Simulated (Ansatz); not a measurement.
# Na2HgH4: the cost of one run

Program: Ansatz 0.2.0. Level of theory: DFT PBE, scalar-relativistic, plane waves, PAW. These are calculated values, not measurements.

1 further run of the same task is left out (it didn't finish).

## (1) The system as given

Symmetry: P-42m, No. 111, tetragonal system. Conventional cell: a = 5.300 Å, b = 5.300 Å, c = 4.436 Å, α = 90.00°, β = 90.00°, γ = 90.00°. Around Na (site symmetry 222) lie 4 H at 2.27 Å. Hg (site symmetry -42m) has 4 H at 1.82 Å as nearest neighbours. H (site symmetry m) is surrounded by 1 Hg at 1.82 Å and 2 Na at 2.27 Å.

As a file:

```
CELL_PARAMETERS angstrom
5.30033 0.00000 0.00000
0.00000 5.30033 0.00000
0.00000 0.00000 4.43589
ATOMIC_POSITIONS crystal
Na 0.00000 0.50000 0.50000
Na 0.50000 0.00000 0.50000
Hg 0.00000 0.00000 0.00000
H 0.79500 0.79500 0.21961
H 0.20500 0.20500 0.21961
H 0.20500 0.79500 0.78039
H 0.79500 0.20500 0.78039
```

The cell was relaxed beforehand at this level, from a database cell with other species swapped in; it is a trial structure. At a tolerance of 0.02 Å it has space group P-42m (No. 111); it has 17.80 Å³/atom, an uncorrected energy of +0.01 eV/atom over the elements.

## (2) Static run: bands, density of states and charges

The input, input.yaml:

```yaml
crystal:
  lattice:
    - [5.3003298967, 0.0, 0.0]
    - [0.0, 5.3003298967, 0.0]
    - [0.0, 0.0, 4.4358916096]
  atoms:
    - { symbol: Na, position: [0.0, 0.5, 0.5] }
    - { symbol: Na, position: [0.5, 0.0, 0.5] }
    - { symbol: Hg, position: [0.0, 0.0, 0.0] }
    - { symbol: H, position: [0.7949975539, 0.7949975539, 0.2196069978] }
    - { symbol: H, position: [0.2050024461, 0.2050024461, 0.2196069978] }
    - { symbol: H, position: [0.2050024461, 0.7949975539, 0.7803930022] }
    - { symbol: H, position: [0.7949975539, 0.2050024461, 0.7803930022] }
basis:
  ecutwfc: 420
kpoints:
  mp_grid: { grid: [4, 4, 6] }
  band_path:
    path:
      - [[0.0, 0.0, 0.0], [0.0, 0.5, 0.0], [0.5, 0.5, 0.0], [0.0, 0.0, 0.0], [0.0, 0.0, 0.5], [0.0, 0.5, 0.5], [0.5, 0.5, 0.5], [0.0, 0.0, 0.5]]
      - [[0.0, 0.5, 0.0], [0.0, 0.5, 0.5]]
      - [[0.5, 0.5, 0.0], [0.5, 0.5, 0.5]]
    npoints: 14
hamiltonian:
  xc: pbe
scf:
  occupations: { method: gaussian, width: 0.02 }
  n_extra_bands: 17
output:
  forces: true
  stress: true
  eigenvalues: true
  populations: true
  dos: { projected: true, de: 0.02, nscf_kmesh: { grid: [6, 6, 9] } }
  bader: true
  write_density: true
  write_potential: true
  elf: true
  volumetric_format: npy
```

Run with:

```bash
$ ansatz run input.yaml --threads 1 --pin off --max-ram 2048MiB --backend cpu --events-out ev --progress --plain --runs-dir out
```

Q: Estimate wall time and peak memory on 1 thread of Intel Xeon Platinum 8275CL at 3.00GHz (Skylake/Cascade Lake), shared host.

About 2 min, with a peak of 0.63 GiB.
